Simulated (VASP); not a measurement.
A run of VASP 6.6.1 is set up as follows.

Contents of INCAR:

```
SYSTEM = Li
PREC = Accurate
ENCUT = 600
EDIFF = 1E-7
ISMEAR = 0
SIGMA = 0.1
LREAL = .False.
LASPH = .True.
NELM = 80
ALGO = Normal
ISIF = 3
LWAVE = .False.
LCHARG = .False.
GGA = PE
IBRION = 2
NSW = 90
EDIFFG = -0.005
```

File KPOINTS:

```
regular mesh
0
Gamma
  16 16 16
  0 0 0
```

Contents of POSCAR:

```
Li
1.0
   -1.7392550000      1.7392550000      1.7392550000
    1.7392550000     -1.7392550000      1.7392550000
    1.7392550000      1.7392550000     -1.7392550000
Li
1
Direct
    0.0000000000      0.0000000000      0.0000000000
```

Potentials or basis: VASP PAW PBE potentials, release 64 (Li_sv).

Command:

```bash
$ cat potpaw_PBE.64/Li_sv/POTCAR > POTCAR
$ mpirun -np 1 vasp_std > vasp.out
```

Problem. Estimate the space group after relaxing (to 0.05 Å).

Solution. Im-3m (No. 229).

Problem. Predict the relaxed cell.

Solution. a = 2.967 Å, b = 2.967 Å, c = 2.967 Å, α = 109.47°, β = 109.47°, γ = 109.47°.

Step by step:
```tsv
step	energy change (eV)	largest force (eV/Å)	pressure (GPa)	volume (Å³)
1	0.0000	0.0000	-0.60	21.05
2	-0.0008	0.0000	-0.47	20.81
3	-0.0019	0.0000	-0.03	20.10
```

Caveat: the cutoff is under 1.25 times the usual one of these potentials, so pressure, stress and relaxed cells hold a basis-set (Pulay) error.
